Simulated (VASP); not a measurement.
## AgO: single point with PBEsol

AgO:

```
CELL_PARAMETERS angstrom
0.00000 2.40800 2.40800
2.40800 0.00000 2.40800
2.40800 2.40800 0.00000
ATOMIC_POSITIONS crystal
Ag 0.00000 0.00000 0.00000
O 0.25000 0.25000 0.25000
```

* Program: VASP 6.6.1
* Task: single point
* Functional: PBEsol
* Potentials or basis: VASP PAW PBE potentials, release 64 (Ag_GW, O_GW)
* Cutoff: 550 eV
* k mesh: 10 × 10 × 10
* Occupations: gaussian, width 0.02 eV
* Spin: no spin polarisation
* Further INCAR settings: ALGO = Fast; EDIFF = 1.00e-07

| Property | Result |
| --- | --- |
| Pressure | 10.5 GPa |
| Band gap on the k mesh | none (metal or under the smearing width) |

Levels at points of the mesh, in eV from the Fermi level:
```tsv
k point	band 5	band 6	band 7	band 8	band 9	band 10	band 11	band 12
(0.00, 0.00, 0.00)	-3.26	-3.26	0.18	0.92	0.92	0.92	10.36	14.03
(0.50, 0.00, 0.00)	-3.06	-3.06	-2.84	-0.04	-0.04	5.42	6.93	10.40
(0.50, 0.50, 0.00)	-3.45	-2.88	-1.88	-1.44	-1.44	6.01	9.09	11.49
```

Wall time 27 s on 1 thread of AMD EPYC 9R45 (Zen 5) (shared host), peak memory 0.15 GiB.

Caveat: the PAW data sets were made with another functional, which shifts forces and pressure a little; an odd number of electrons without spin polarisation forces a metal; a magnetic or distorted state may lie lower.
